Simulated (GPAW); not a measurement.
CuI (Marshite), 2 atoms in the cell. Symmetry: F-43m, No. 216, cubic system. The conventional cell has a = 6.063 Å, b = 6.063 Å, c = 6.063 Å, α = 90.00°, β = 90.00°, γ = 90.00°. I (site symmetry -43m) is surrounded by 4 Cu at 2.63 Å. Around Cu (site symmetry -43m) lie 4 I at 2.63 Å. 

| Property | Result |
| --- | --- |
| Program | GPAW 26.7.0 |
| Task | single point |
| Functional | PBEsol |
| Potentials or basis | PAW data sets generated in the run's folder for this functional |
| Cutoff | 600 eV |
| Basis | pw |
| k mesh | 8 × 8 × 8 |
| Occupations | gaussian, width 0.02 eV |
| Spin | no spin polarisation |
| Maxiter | 150 |

Potentials or basis: PAW data sets generated in the run's folder for this functional, pw.

Launch:

```sh
$ gpaw-setup -f PBEsol Cu I
$ OMP_NUM_THREADS=1 python run.py
```

Hardware: 1 thread of Arm Neoverse V1 (shared host).

How long does it take, and how much memory?

It took 23 s on 1 thread of Arm Neoverse V1 (shared host), peak memory 0.17 GiB. Counts: scf iterations 10, plane waves 1880, bands 19, k points 29.
